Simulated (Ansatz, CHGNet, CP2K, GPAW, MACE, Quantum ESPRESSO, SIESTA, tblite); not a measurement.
# SIESTA runs on LaSb (Fm-3m) (64 atoms)

How do the settings of SIESTA change the result for LaSb (Fm-3m) (64 atoms)? A plane-wave run serves as the yardstick.

Main program and level: SIESTA 5.4.2; the method is named at each step.

## 1. Starting point

The cell holds 64 atoms: 32 La and 32 Sb. Cell: a = 12.980 Å, b = 12.980 Å, c = 12.980 Å, α = 90.0°, β = 90.0°, γ = 90.0°. It derives from LaSb (Fm-3m), repeated 2×2×2. LaSb, space group Fm-3m, structure from the Crystallography Open Database, 2 x 2 x 2 conventional cells; every coordinate displaced by a Gaussian of 0.06 Å. Then every atom was moved at random, 0.05 Å r.m.s. a Cartesian component.

The yardstick, on the same geometry:

```
method                 : Kohn-Sham DFT, PBE, SSSP efficiency 1.3.0 pseudopotentials, plane waves (Quantum ESPRESSO 7.5); sssp-pbe-1.3.0-efficiency, cutoffs 60/480 Ry, Γ point
r.m.s. force component : 0.445 eV/Å
longest force          : 1.721 eV/Å
pressure               : 2.258 GPa
time                   : 23 min on 4 MPI ranks of Arm Neoverse V1, shared host
CPU time               : 1.6 h
```

## 2. PBE, DZP, shift 0.01 Ry, mesh 300 Ry

Method: Kohn-Sham DFT, PBE, PseudoDojo 0.4.1 norm-conserving pseudopotentials (converted to PSML), numerical atomic orbitals (DZP), diagonalisation.

The .psml files are PseudoDojo norm-conserving potentials that we converted to this format, checked against plane waves on the same files for H, C, O, Si, Ge and Ca alone.

The input, input.fdf:

```
SystemLabel cell
NumberOfAtoms 64
NumberOfSpecies 2
%block ChemicalSpeciesLabel
  1 57 La
  2 51 Sb
%endblock ChemicalSpeciesLabel
LatticeConstant 1.0 Ang
%block LatticeVectors
  12.98000 0.00000 0.00000
  0.00000 12.98000 0.00000
  0.00000 0.00000 12.98000
%endblock LatticeVectors
PAO.BasisSize DZP
PAO.EnergyShift 0.01 Ry
XC.Functional GGA
XC.Authors PBE
MeshCutoff 300 Ry
%block kgrid_Monkhorst_Pack
  1 0 0 0.0
  0 1 0 0.0
  0 0 1 0.0
%endblock kgrid_Monkhorst_Pack
SolutionMethod diagon
OccupationFunction FD
ElectronicTemperature 580 K
SCF.Mixer.Method Pulay
SCF.Mixer.Weight 0.05
SCF.Mixer.History 8
SCF.Mix Hamiltonian
MaxSCFIterations 300
SCF.DM.Tolerance 1e-04
SCF.H.Tolerance 1.0e-3 eV
WriteForces T
Write.HirshfeldPop T
Write.VoronoiPop T
Write.DM F
Write.H F
XML.Write F
AtomicCoordinatesFormat Fractional
%block AtomicCoordinatesAndAtomicSpecies
  0.00869 0.99973 0.00027 1
  0.99906 0.24522 0.24937 1
  0.25491 0.99556 0.25498 1
  0.25802 0.25019 0.00599 1
  0.25102 0.00658 0.99197 2
  0.00049 0.24747 0.99834 2
  0.00152 0.00576 0.25056 2
  0.24712 0.24835 0.25173 2
  0.99859 0.99270 0.49313 1
  0.99883 0.26039 0.74756 1
  0.25158 0.99593 0.75390 1
  0.24784 0.24471 0.49464 1
  0.26234 0.99452 0.50063 2
  0.99144 0.25307 0.49255 2
  0.99742 0.99809 0.75283 2
  0.24872 0.25287 0.74621 2
  0.99449 0.50014 0.01108 1
  0.00447 0.75575 0.26591 1
  0.25549 0.49925 0.24763 1
  0.25662 0.74747 0.00126 1
  0.24165 0.49613 0.00619 2
  0.01088 0.74975 0.01559 2
  0.99814 0.49536 0.23947 2
  0.25196 0.74101 0.25240 2
  0.00242 0.49751 0.49021 1
  0.99958 0.74332 0.75549 1
  0.24852 0.49123 0.74863 1
  0.24783 0.75930 0.50401 1
  0.25769 0.49267 0.49780 2
  0.00266 0.74528 0.49825 2
  0.99574 0.49980 0.75741 2
  0.25036 0.74673 0.74314 2
  0.49287 0.00351 0.00324 1
  0.49082 0.24653 0.24444 1
  0.75026 0.00041 0.25779 1
  0.74706 0.24365 0.01042 1
  0.74672 0.99347 0.99832 2
  0.50772 0.24792 0.99388 2
  0.49674 0.99385 0.25428 2
  0.74045 0.25829 0.24203 2
  0.49794 0.01475 0.49759 1
  0.49821 0.25897 0.74047 1
  0.74608 0.01077 0.74711 1
  0.75272 0.25737 0.51147 1
  0.75783 0.00246 0.50434 2
  0.49597 0.24237 0.50162 2
  0.50649 0.99149 0.74952 2
  0.75293 0.24812 0.75426 2
  0.50020 0.50504 0.00786 1
  0.50671 0.75468 0.25452 1
  0.75254 0.50271 0.24954 1
  0.74360 0.74186 0.00504 1
  0.76303 0.50383 0.98841 2
  0.50838 0.74488 0.99783 2
  0.49983 0.50990 0.25606 2
  0.75398 0.74469 0.24896 2
[... 4 atom lines left out ...]
  0.74456 0.50620 0.49654 2
  0.49797 0.74063 0.50304 2
  0.48433 0.50528 0.74858 2
  0.75757 0.75031 0.75086 2
%endblock AtomicCoordinatesAndAtomicSpecies
```

On the command line:

```bash
OMP_NUM_THREADS=1 mpirun -np 2 siesta < input.fdf > output.txt
```

The log of the run:

```text
Version         : 5.4.2
reinit: System Name:
reinit: System Label: cell
initatom: Reading input for the pseudopotentials and atomic orbitals ----------
Species number:   1 Atomic number:   57 Label: La
Species number:   2 Atomic number:   51 Label: Sb
Ground state valence configuration (from tables):   6s02  6p00  5d01  4f00
Ground state valence configuration (from tables):   5s02  5p03  5d00  4f00
---- Processing specs for species: La
GGA--PBE XC_GGA_X_PBE--XC_GGA_C_PBE pb
Semicore shell(s) with  8 electrons included in the valence for La
---- Processing specs for species: Sb
GGA--PBE XC_GGA_X_PBE--XC_GGA_C_PBE pb
Semicore shell(s) with 10 electrons included in the valence for Sb
Semicore shell(s): 5s 5p
Fallback to non-perturbative polarization scheme for La
Please see the manual if this is not desired in principle
Semicore shell(s): 4d
Fallback to non-perturbative polarization scheme for Sb
Please see the manual if this is not desired in principle
Sb pseudopotential only contains V_ls up to l=2 -- lmxkb reset.
Using PAO.SplitTailNorm
%block ChemicalSpeciesLabel
    1   57 La                      # Species index, atomic number, species label
    2   51 Sb                      # Species index, atomic number, species label
%endblock ChemicalSpeciesLabel
%block PAO.Basis                 # Define Basis set
La                    5                    # Species label, number of l-shells
 n=5   0   1                         # n, l, Nzeta
   3.782
   1.000
 n=6   0   2                         # n, l, Nzeta
   8.773      6.742
   1.000      1.000
 n=5   1   1                         # n, l, Nzeta
   4.413
   1.000
 n=6   1   1                         # n, l, Nzeta
   8.773
   1.000
 n=5   2   2                         # n, l, Nzeta
   7.224      5.248
   1.000      1.000
Sb                    4                    # Species label, number of l-shells
 n=5   0   2                         # n, l, Nzeta
   5.307      3.824
   1.000      1.000
 n=5   1   2                         # n, l, Nzeta
   6.817      4.987
   1.000      1.000
 n=4   2   1                         # n, l, Nzeta
   3.101
   1.000
 n=5   2   1                         # n, l, Nzeta
   6.817
   1.000
%endblock PAO.Basis
coor:   Atomic-coordinates input format  =     Fractional
siesta: System type = bulk
initatomlists: Number of atoms, orbitals, and projectors:     64  1184  1600
siesta: ******************** Simulation parameters ****************************
Total number of electrons:   832.000000
Total ionic charge:   832.000000
 Kpoints in:            1 . Kpoints trimmed:            1
siesta: k-grid: Number of k-points = 1
siesta: k-points from Monkhorst-Pack grid
siesta: k-cutoff (effective) =     6.490 Ang
siesta: k-point supercell and displacements
siesta: k-grid:     1     0     0      0.000
siesta: k-grid:     0     1     0      0.000
siesta: k-grid:     0     0     1      0.000
                     ====================================
                        Single-point calculation
                     ====================================
outcell: Unit cell vectors (Ang):
       12.980000    0.000000    0.000000
        0.000000   12.980000    0.000000
        0.000000    0.000000   12.980000
outcell: Cell vector modules (Ang)   :   12.980000   12.980000   12.980000
outcell: Cell angles (23,13,12) (deg):     90.0000     90.0000     90.0000
outcell: Cell volume (Ang**3)        :   2186.8756
Gamma-point calculation with multiply-connected orbital pairs
Gamma-point calculation with multiply-connected orbital pairs
Folding of H and S implicitly performed
Folding of H and S implicitly performed
new_DM -- step:     1
Initializing Density Matrix...
Attempting to read DM from file... Failed...
DM filled with atomic data:
InitMesh: MESH = 144 x 144 x 144 = 2985984
InitMesh: Mesh cutoff (required, used) =   300.000   340.156 Ry
stepf: Fermi-Dirac step function
        iscf     Eharris(eV)        E_KS(eV)     FreeEng(eV)     dDmax    Ef(eV) dHmax(eV)
   scf:    1  -109761.303742  -109772.708421  -109772.780991  1.586990 -4.501404  3.306553
   scf:    2  -109775.198010  -109773.986541  -109774.070420  0.018613 -4.509449  2.863308
   scf:    3  -109779.777165  -109777.209754  -109777.350464  0.067355 -4.540627  1.849949
   scf:    4  -109780.486579  -109778.977567  -109779.165921  0.042391 -4.575937  1.398571
   scf:    5  -109779.960582  -109779.618730  -109779.865937  0.045404 -4.620487  0.712688
   scf:    6  -109779.816174  -109779.752272  -109779.970539  0.012643 -4.622944  0.610161
[...]
scf:   15  -109779.895331  -109779.895529  -109780.078370  0.000293 -4.621447  0.003614
   scf:   16  -109779.894954  -109779.895244  -109780.078385  0.000168 -4.621186  0.001245
   scf:   17  -109779.895124  -109779.895184  -109780.078386  0.000026 -4.621158  0.000759
SCF Convergence by DM+H criterion
max |DM_out - DM_in|         :     0.0000262990
max |H_out - H_in|      (eV) :     0.0007592816
SCF cycle converged after 17 iterations
Using DM_out to compute the final energy and forces
siesta: E_KS(eV) =          -109779.8952
siesta: E_KS - E_eggbox =   -109779.8952
siesta: Atomic forces (eV/Ang):
     1   -0.850010   -0.140807    0.057246
     2   -0.097788    0.380332   -0.101176
     3   -0.346268   -0.118451   -0.401238
     4   -0.335551    0.061370   -0.234154
     5    0.000182   -0.442156    0.687700
     6    0.226378    0.101806   -0.089704
[...]
62    0.248630    0.327434    0.085386
    63    0.739563   -0.309117    0.392926
    64   -0.240518    0.077767   -0.348965
----------------------------------------
   Tot    0.001764    0.001631    0.001401
----------------------------------------
   Max    1.523697
   Res    0.450133    sqrt( Sum f_i^2 / 3N )
----------------------------------------
   Max    1.523697    constrained
Stress tensor Voigt[x,y,z,yz,xz,xy] (kbar):      -26.87      -26.93      -27.34       -0.37       -0.22       -0.50
(Free)E + p*V (eV/cell)  -109743.1645
Target enthalpy (eV/cell)  -109780.0784
siesta: Program's energy decomposition (eV):
siesta: Ebs     =    -19015.664179
siesta: Eions   =    142372.221358
siesta: Ena     =     18922.142966
siesta: Ekin    =     53037.157680
siesta: Enl     =    -13198.623692
siesta: DEna    =       880.539392
siesta: DUscf   =        14.930202
siesta: Ex      =    -25305.920307
siesta: Ec      =     -1757.900068
siesta: Exc     =    -27063.820375
siesta: Eharris =   -109779.895124
siesta: Etot    =   -109779.895184
siesta: FreeEng =   -109780.078386
siesta: Final energy (eV):
siesta:  Band Struct. =  -19015.664179
siesta:       Kinetic =   53037.157680
siesta:       Hartree =   24561.173556
siesta:         Exch. =  -25305.920307
siesta:         Corr. =   -1757.900068
siesta:   Exch.-corr. =  -27063.820375
siesta:  Ion-electron = -103694.144842
siesta:       Ion-ion =  -56620.261202
siesta:         Total = -109779.895184
siesta:         Fermi =      -4.621158
siesta: Stress tensor (static) (eV/Ang**3):
siesta:    -0.016769   -0.000311   -0.000139
siesta:    -0.000311   -0.016806   -0.000229
siesta:    -0.000139   -0.000229   -0.017065
siesta: Cell volume =       2186.875592 Ang**3
siesta: Pressure (static):
siesta:                Solid            Molecule  Units
siesta:           0.00018384          0.00001704  Ry/Bohr**3
siesta:           0.01687973          0.00156458  eV/Ang**3
siesta:          27.04430610          2.50673069  kBar
    Orbital volume contribution        =          82.101390 eV
    (Free)E + p_basis*V_orbitals       =     -109697.976996 eV
    (Free)Eharris+ p_basis*V_orbitals  =     -109697.976936 eV
Hirshfeld Atomic Populations:
Atom #   charge [q] valence [e]  Species
     1     0.124547   10.875453  La
     2     0.121977   10.878023  La
     3     0.142309   10.857691  La
     4     0.128611   10.871389  La
     5    -0.137382   15.137382  Sb
     6    -0.117237   15.117237  Sb
     7    -0.138522   15.138522  Sb
     8    -0.136093   15.136093  Sb
     9     0.144316   10.855684  La
    10     0.130610   10.869390  La
[...]
13    -0.133506   15.133506  Sb
    14    -0.139746   15.139746  Sb
[...]
--------------------
 Total     0.000034
Voronoi Atomic Populations:
Atom #   charge [q] valence [e]  Species
[...]
58     0.224039   10.775961  La
    59     0.241863   10.758137  La
    60     0.237642   10.762358  La
[...]
62    -0.210378   15.210378  Sb
    63    -0.237666   15.237666  Sb
    64    -0.220192   15.220192  Sb
--------------------
 Total     0.000034
```

Wall time 4.1 min (2 MPI ranks of Arm Neoverse V1, shared host); peak memory 2.1 GiB; 8.1 min of CPU time.

Banners, paths, timers and routine set-up lines are dropped from the logs unmarked, and long logs keep their key lines alone; longer cuts are marked.

Against the reference:

```yaml
r_m_s_force_component: 0.4501 eV/Å
r_m_s_difference_of_force_components: 46.52 meV/Å
longest_difference_of_force_vectors: 149.7 meV/Å
force_difference_over_r_m_s_force: 10.45 %
slope_of_forces_against_the_reference_s: 1.006
correlation_of_force_components: 0.9947
pressure: 2.704 GPa
pressure_difference: 0.4468 GPa
```

Length of the force difference by element (eV/Å):

| element | atoms | mean | most |
| --- | --- | --- | --- |
| La | 32 | 0.078 | 0.15 |
| Sb | 32 | 0.073 | 0.14 |

Local excerpt of 9 atoms (numbers count through the whole input) about Sb37, picked at random; x, y, z are measured from there.

| atom | x | y | z | distance (Å) | bonds | Hirshfeld charge (e) | Fx | Fy | Fz (eV/Å) |
| --- | --- | --- | --- | --- | --- | --- | --- | --- | --- |
| Sb37 | 0.00 | 0.00 | 0.00 | 0.00 | 6 | -0.12 | 0.41 | 0.04 | 0.01 |
| La36 | 0.00 | 3.25 | 0.16 | 3.25 | 6 | 0.11 | 0.34 | 0.16 | -0.72 |
| La52 | -0.04 | -3.27 | 0.09 | 3.27 | 6 | 0.12 | 0.96 | 0.62 | -0.01 |
| La43 | -0.01 | 0.22 | -3.26 | 3.27 | 6 | 0.11 | 0.36 | -0.88 | 0.45 |
| La33 | -3.29 | 0.13 | 0.06 | 3.30 | 6 | 0.13 | 0.31 | -0.15 | -0.17 |
| La35 | 0.05 | 0.09 | 3.37 | 3.37 | 6 | 0.15 | -0.04 | 0.10 | -0.25 |
| La1 | 3.40 | 0.08 | 0.03 | 3.40 | 6 | 0.12 | -0.85 | -0.14 | 0.06 |
| Sb54 | -3.09 | -3.23 | -0.01 | 4.47 | 6 | -0.13 | -0.62 | 0.39 | 0.48 |
| Sb47 | -3.12 | -0.03 | -3.23 | 4.49 | 6 | -0.12 | -0.58 | 0.25 | 0.06 |

Forces lie 10 % from the reference's, at 0.087 times its CPU time (on 2 against 4 cores).

## 3. PBE, DZP, shift 0.01 Ry, mesh 200 Ry

Method: Kohn-Sham DFT, PBE, PseudoDojo 0.4.1 norm-conserving pseudopotentials (converted to PSML), numerical atomic orbitals (DZP), diagonalisation.

Changes to input.fdf since step 2:

```diff
@@ -17,3 +17,3 @@
 XC.Authors PBE
-MeshCutoff 300 Ry
+MeshCutoff 200 Ry
 %block kgrid_Monkhorst_Pack
```

The log of the run:

```text
Version         : 5.4.2
reinit: System Name:
reinit: System Label: cell
initatom: Reading input for the pseudopotentials and atomic orbitals ----------
Species number:   1 Atomic number:   57 Label: La
Species number:   2 Atomic number:   51 Label: Sb
Ground state valence configuration (from tables):   6s02  6p00  5d01  4f00
Ground state valence configuration (from tables):   5s02  5p03  5d00  4f00
---- Processing specs for species: La
GGA--PBE XC_GGA_X_PBE--XC_GGA_C_PBE pb
Semicore shell(s) with  8 electrons included in the valence for La
---- Processing specs for species: Sb
GGA--PBE XC_GGA_X_PBE--XC_GGA_C_PBE pb
Semicore shell(s) with 10 electrons included in the valence for Sb
Semicore shell(s): 5s 5p
Fallback to non-perturbative polarization scheme for La
[... lines left out ...]
Total number of electrons:   832.000000
[... lines left out ...]
stepf: Fermi-Dirac step function
        iscf     Eharris(eV)        E_KS(eV)     FreeEng(eV)     dDmax    Ef(eV) dHmax(eV)
[... lines left out ...]
SCF Convergence by DM+H criterion
[... lines left out ...]
SCF cycle converged after 17 iterations
[... lines left out ...]
   Max    1.531612
[... lines left out ...]
   Max    1.531612    constrained
Stress tensor Voigt[x,y,z,yz,xz,xy] (kbar):      -27.18      -27.26      -27.62       -0.36       -0.22       -0.49
[... lines left out ...]
siesta: DEna    =       880.486139
siesta: DUscf   =        14.929980
siesta: Ex      =    -25306.027777
siesta: Ec      =     -1758.048671
siesta: Exc     =    -27064.076448
siesta: Eharris =   -109780.133089
siesta: Etot    =   -109780.133150
siesta: FreeEng =   -109780.316245
siesta: Final energy (eV):
siesta:  Band Struct. =  -19015.673268
siesta:       Kinetic =   53037.221304
siesta:       Hartree =   24561.336853
siesta:         Exch. =  -25306.027777
siesta:         Corr. =   -1758.048671
siesta:   Exch.-corr. =  -27064.076448
siesta:  Ion-electron = -103694.357450
siesta:       Ion-ion =  -56620.257409
siesta:         Total = -109780.133150
siesta:         Fermi =      -4.621267
siesta: Stress tensor (static) (eV/Ang**3):
siesta:    -0.016967   -0.000309   -0.000138
siesta:    -0.000309   -0.017012   -0.000226
siesta:    -0.000138   -0.000226   -0.017237
siesta: Cell volume =       2186.875592 Ang**3
siesta: Pressure (static):
siesta:                Solid            Molecule  Units
siesta:           0.00018594          0.00001928  Ry/Bohr**3
siesta:           0.01707214          0.00177062  eV/Ang**3
siesta:          27.35258478          2.83684686  kBar
    Orbital volume contribution        =          82.101390 eV
    (Free)E + p_basis*V_orbitals       =     -109698.214855 eV
    (Free)Eharris+ p_basis*V_orbitals  =     -109698.214794 eV
Hirshfeld Atomic Populations:
Atom #   charge [q] valence [e]  Species
     1     0.124603   10.875397  La
     2     0.122034   10.877966  La
     3     0.142368   10.857632  La
[...]
5    -0.137446   15.137446  Sb
     6    -0.117290   15.117290  Sb
     7    -0.138584   15.138584  Sb
[...]
--------------------
 Total     0.000041
Voronoi Atomic Populations:
Atom #   charge [q] valence [e]  Species
[...]
59     0.242055   10.757945  La
    60     0.237405   10.762595  La
[...]
63    -0.237525   15.237525  Sb
    64    -0.221393   15.221393  Sb
--------------------
 Total     0.000037
```

Elapsed: 2.5 min, on 2 MPI ranks; peak memory 1.5 GiB; 5.1 min of CPU time.

Against the reference:

* r.m.s. force component: 0.4501 eV/Å
* r.m.s. difference of force components: 46.51 meV/Å
* longest difference of force vectors: 149.5 meV/Å
* force difference over r.m.s. force: 10.45 %
* slope of forces against the reference's: 1.006
* correlation of force components: 0.9947
* pressure: 2.735 GPa
* pressure difference: 0.4775 GPa
* energy less the same-level run's: -3.716 meV/atom
* r.m.s. force difference from the same-level run: 1.386 meV/Å

Against the first run (10 %), the force difference from the reference is 10 %, at 0.63 times the CPU time: the change moves forces by 1.4 meV/Å r.m.s., so most of the difference comes from elsewhere.

(Part 1 of 2 ends here.)

[Also dropped from logs without a mark: logging warnings of Python, and SIESTA's first energy breakdown and zero terms.]

[Logs are printed without paths, hosts, clocks, repeated set-up lines and the standing remarks that a program may print on its own settings, such as how far it seeks lower states.]

[Hosts, paths, dates, database ids (printed as entryN), source tags and the programs' standing remarks are cut or masked in the printed files.]
